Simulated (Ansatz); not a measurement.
Here is an Ansatz 0.2.0 calculation.

Contents of input.yaml:

```yaml
crystal:
  lattice:
    - [3.6913825498, 0.0, 0.0]
    - [-1.8456912749, 3.1968310632, 0.0]
    - [0.0, 0.0, 6.04107701]
  atoms:
    - { symbol: Zr, position: [0.0, 0.0, 0.0] }
    - { symbol: S, position: [0.3333333333, 0.6666666667, 0.23790997] }
    - { symbol: S, position: [0.6666666667, 0.3333333333, 0.76209003] }
kpoints:
  mp_grid: { grid: [8, 8, 5] }
  band_path:
    path:
      - [0.0, 0.0, 0.0]
      - [0.5, 0.0, 0.0]
      - [0.3333333333, 0.3333333333, 0.0]
      - [0.0, 0.0, 0.0]
      - [0.0, 0.0, 0.5]
      - [0.5, 0.0, 0.5]
      - [0.3333333333, 0.3333333333, 0.5]
      - [0.0, 0.0, 0.5]
    npoints: 10
scf:
  occupations: { method: fermi_dirac, width: 0.05 }
hamiltonian:
  xc: pbesol
  pseudopotentials: { kind: all_electron, datasets: crystal }
output:
  forces: true
  stress: true
  eigenvalues: true
  elf: true
  volumetric_format: npy
```

Potentials or basis: all-electron PAW datasets made for the crystal.

Launch:

```bash
$ ansatz run input.yaml --threads 2 --pin off --max-ram 8192MiB --backend cpu --events-out ev --progress --plain --runs-dir out
```

Question: Estimate the band gap along the path.

Answer: 0.96 eV, indirect (least direct gap 1.58 eV).

Question: What does it give for the pressure?

Answer: -2.5 GPa.

Question: Estimate the band gap on the k mesh.

Answer: 0.98 eV, indirect (least direct gap 1.58 eV).

Question: Estimate the largest force.

Answer: 0.150 eV/Å.

Forces in eV/Å, atoms in the order of the input:
```
Zr   0.000  0.000  0.000
S    0.000  0.000 -0.150
S    0.000  0.000  0.150
```

Caveat: this functional lacks dispersion, which binds the layers, so the pressure and a relaxed spacing across them are unreliable.

**What was measured.**

“Stress-Tuned Optical Transitions in Layered 1T-MX2 (M= Hf, Zr, Sn; X= S, Se) Crystals”, 2022, arxiv:2210.12074 quotes, for a bulk crystal of ZrS2: band gap 1.68 eV (indirect).

A measured gap of ZrS2 is 1.68 eV (indirect; quoted in “Stress-Tuned Optical Transitions in Layered 1T-MX2 (M= Hf, Zr, Sn; X= S, Se) Crystals”, 2022, arxiv:2210.12074); the calculated 0.96 eV misses it by -0.72 eV. Spin-orbit coupling on Zr is left out. The value is that of PBEsol, without temperature or zero-point motion. Semilocal functionals fall short of measured gaps as a rule. The cell is a database's relaxed one, not the measured one, which moves gaps too.
